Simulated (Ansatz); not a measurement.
A calculation with Ansatz 0.2.0 of C (ASE script, structure from a CIF):

run.py

```python
import json

import ase.io
import numpy as np
import spglib

import ansatz as az

atoms = ase.io.read("C.cif")
cell, frac, numbers = spglib.find_primitive((atoms.cell[:], atoms.get_scaled_positions(), atoms.numbers), symprec=1e-5)
atoms = ase.Atoms(numbers, cell=cell, scaled_positions=frac, pbc=True)

calculation = (
    az.Crystal.from_ase(atoms)
    .calculation()
    .kpoints(7, 7, 7)
    .functional("hse06")
    .pseudopotentials(kind="paw")
    .scf(extra_bands=6)
    .occupations(method="cold", width=0.15)
    .density()
    .potential()
    .output_files(volumetric_format="npy")
    .electron_localization_function()
    .density_of_states(energy_step=0.05, projected=False)
    .forces()
    .stress()
    .band_table(publish=True)
)
outcome = calculation.run(threads=2, events_out="events.jsonl")

report = outcome.report
for line in open("events.jsonl"):
    event = json.loads(line)
    if event["event"] == "scf_iter":
        d = event["data"]
        print(f"SCF {d['iter']:3d}  HF = {d['harris_foulkes_ev']:.6f} eV  dr2 = {d['dr2_ev']:.2e} eV")
    elif event["event"] in ("relax_step", "md_step"):
        d = event["data"]
        print(f"{event['event']} {d['step']:3d}  E = {d['lagrangian_ev']:.6f} eV")
np.set_printoptions(precision=5, suppress=True, linewidth=110)
print("converged:", report["converged"], "after", report["n_iterations"], "iterations")
print(f"free energy {report['free_energy_ev']:.6f} eV, Fermi level {report['fermi_energy_ev']:.4f} eV")
for key in ("band_edges_ev", "magnetization_mub", "site_moments_mub", "site_moments_nc_mub", "forces_ev_ang",
                "stress_gpa", "kpoints_frac", "eigenvalues_ev"):
    if report.get(key) is not None:
        print(key, np.array(report[key]), sep="\n")
```

C.cif

```cif
data_C
_cell_length_a 3.56674000
_cell_length_b 3.56674000
_cell_length_c 3.56674000
_cell_angle_alpha 90.00000000
_cell_angle_beta 90.00000000
_cell_angle_gamma 90.00000000
_space_group_name_H-M_alt 'Fd-3m'
_space_group_name_Hall 'F 4d 2 3 -1d'
_space_group_IT_number 227
loop_
_space_group_symop_operation_xyz
'x,y,z'
'-y+1/4,x+1/4,z+1/4'
'-x,-y+1/2,z+1/2'
'y+3/4,-x+1/4,z+3/4'
'x,-y,-z'
'-y+1/4,-x+3/4,-z+3/4'
'-x,y+1/2,-z+1/2'
'y+3/4,x+3/4,-z+1/4'
'z,x,y'
'z+1/4,-y+1/4,x+1/4'
'z+1/2,-x,-y+1/2'
'z+3/4,y+3/4,-x+1/4'
'-z,x,-y'
'-z+3/4,-y+1/4,-x+3/4'
'-z+1/2,-x,y+1/2'
'-z+1/4,y+3/4,x+3/4'
'y,z,x'
'x+1/4,z+1/4,-y+1/4'
'-y+1/2,z+1/2,-x'
'-x+1/4,z+3/4,y+3/4'
'-y,-z,x'
'-x+3/4,-z+3/4,-y+1/4'
'y+1/2,-z+1/2,-x'
'x+3/4,-z+1/4,y+3/4'
'-x+1/4,-y+1/4,-z+1/4'
'y,-x,-z'
'x+1/4,y+3/4,-z+3/4'
'-y+1/2,x,-z+1/2'
'-x+1/4,y+1/4,z+1/4'
'y,x+1/2,z+1/2'
'x+1/4,-y+3/4,z+3/4'
'-y+1/2,-x+1/2,z'
'-z+1/4,-x+1/4,-y+1/4'
'-z,y,-x'
'-z+3/4,x+1/4,y+3/4'
'-z+1/2,-y+1/2,x'
'z+1/4,-x+1/4,y+1/4'
'z+1/2,y,x+1/2'
'z+3/4,x+1/4,-y+3/4'
'z,-y+1/2,-x+1/2'
'-y+1/4,-z+1/4,-x+1/4'
'-x,-z,y'
'y+3/4,-z+3/4,x+1/4'
'x,-z+1/2,-y+1/2'
'y+1/4,z+1/4,-x+1/4'
'x+1/2,z+1/2,y'
'-y+3/4,z+3/4,x+1/4'
'-x+1/2,z,-y+1/2'
'x,y+1/2,z+1/2'
[... 70 lines left out ...]
'x+1/4,-z+1/4,y+1/4'
'-x+3/4,-y+1/4,-z+3/4'
'y+1/2,-x,-z+1/2'
'x+3/4,y+3/4,-z+1/4'
'-y,x,-z'
'-x+3/4,y+1/4,z+3/4'
'y+1/2,x+1/2,z'
'x+3/4,-y+3/4,z+1/4'
'-y,-x+1/2,z+1/2'
'-z+3/4,-x+1/4,-y+3/4'
'-z+1/2,y,-x+1/2'
'-z+1/4,x+1/4,y+1/4'
'-z,-y+1/2,x+1/2'
'z+3/4,-x+1/4,y+3/4'
'z,y,x'
'z+1/4,x+1/4,-y+1/4'
'z+1/2,-y+1/2,-x'
'-y+3/4,-z+1/4,-x+3/4'
'-x+1/2,-z,y+1/2'
'y+1/4,-z+3/4,x+3/4'
'x+1/2,-z+1/2,-y'
'y+3/4,z+1/4,-x+3/4'
'x,z+1/2,y+1/2'
'-y+1/4,z+3/4,x+3/4'
'-x,z,-y'
'x+1/2,y+1/2,z'
'-y+3/4,x+3/4,z+1/4'
'-x+1/2,-y,z+1/2'
'y+1/4,-x+3/4,z+3/4'
'x+1/2,-y+1/2,-z'
'-y+3/4,-x+1/4,-z+3/4'
'-x+1/2,y,-z+1/2'
'y+1/4,x+1/4,-z+1/4'
'z+1/2,x+1/2,y'
'z+3/4,-y+3/4,x+1/4'
'z,-x+1/2,-y+1/2'
'z+1/4,y+1/4,-x+1/4'
'-z+1/2,x+1/2,-y'
'-z+1/4,-y+3/4,-x+3/4'
'-z,-x+1/2,y+1/2'
'-z+3/4,y+1/4,x+3/4'
'y+1/2,z+1/2,x'
'x+3/4,z+3/4,-y+1/4'
'-y,z,-x'
'-x+3/4,z+1/4,y+3/4'
'-y+1/2,-z+1/2,x'
'-x+1/4,-z+1/4,-y+1/4'
'y,-z,-x'
'x+1/4,-z+3/4,y+3/4'
'-x+3/4,-y+3/4,-z+1/4'
'y+1/2,-x+1/2,-z'
'x+3/4,y+1/4,-z+3/4'
'-y,x+1/2,-z+1/2'
'-x+3/4,y+3/4,z+1/4'
'y+1/2,x,z+1/2'
'x+3/4,-y+1/4,z+3/4'
'-y,-x,z'
'-z+3/4,-x+3/4,-y+1/4'
'-z+1/2,y+1/2,-x'
'-z+1/4,x+3/4,y+3/4'
'-z,-y,x'
'z+3/4,-x+3/4,y+1/4'
'z,y+1/2,x+1/2'
'z+1/4,x+3/4,-y+3/4'
'z+1/2,-y,-x+1/2'
'-y+3/4,-z+3/4,-x+1/4'
'-x+1/2,-z+1/2,y'
'y+1/4,-z+1/4,x+1/4'
'x+1/2,-z,-y+1/2'
'y+3/4,z+3/4,-x+1/4'
'x,z,y'
'-y+1/4,z+1/4,x+1/4'
'-x,z+1/2,-y+1/2'
loop_
_atom_site_label
_atom_site_type_symbol
_atom_site_symmetry_multiplicity
_atom_site_Wyckoff_symbol
_atom_site_fract_x
_atom_site_fract_y
_atom_site_fract_z
_atom_site_occupancy
C1 C 8 a 0.2500000000 0.2500000000 0.2500000000 1
```

Potentials or basis: Ansatz PAW.

Run with:

```sh
$ python run.py
```

This isn't the form of C at room conditions, which is graphite.

Question: Write the same calculation in another form: native input, structure typed inline.

Answer: As run:

The input input.yaml:

```yaml
crystal:
  lattice:
    - [0.0, 1.78337, 1.78337]
    - [1.78337, 0.0, 1.78337]
    - [1.78337, 1.78337, 0.0]
  atoms:
    - { symbol: C, position: [0.25, 0.25, 0.25] }
    - { symbol: C, position: [0.0, 0.0, 0.0] }
hamiltonian:
  xc: hse06
  pseudopotentials: { kind: paw }
kpoints:
  mp_grid: { grid: [7, 7, 7] }
scf:
  occupations: { method: cold, width: 0.15 }
  n_extra_bands: 6
output:
  forces: true
  stress: true
  eigenvalues: true
  dos: { projected: false, de: 0.05 }
  write_density: true
  write_potential: true
  elf: true
  volumetric_format: npy
```

Potentials or basis: Ansatz PAW.

The run is started by

```bash
$ ansatz run input.yaml --threads 2 --pin off --max-ram 5120MiB --backend cpu --events-out ev --progress --plain --runs-dir out
```

Both were run:

|  | ASE script, structure from a CIF | native input, structure typed inline |
| --- | --- | --- |
| Pressure | -8.2 GPa | -8.2 GPa |
| Band gap on the k mesh | 5.41 eV, indirect (least direct gap 6.98 eV) | 5.41 eV, indirect (least direct gap 6.98 eV) |

Keys that steer only the numerical path or the files written may differ.

Caveat: the k mesh is coarse (spacing up to 0.44 Å⁻¹), so the values aren't converged, least of all with exact exchange; odd divisions of the mesh miss points on the zone boundary, where band edges often lie, so the gap on the mesh can be too wide; the pressure holds a Pulay correction of +0.8 GPa for the finite cutoff; the PAW data sets come from PBE, with cores solved anew for the run's functional, which leaves a small shift of forces and pressure; the thresholds are loose for stress.
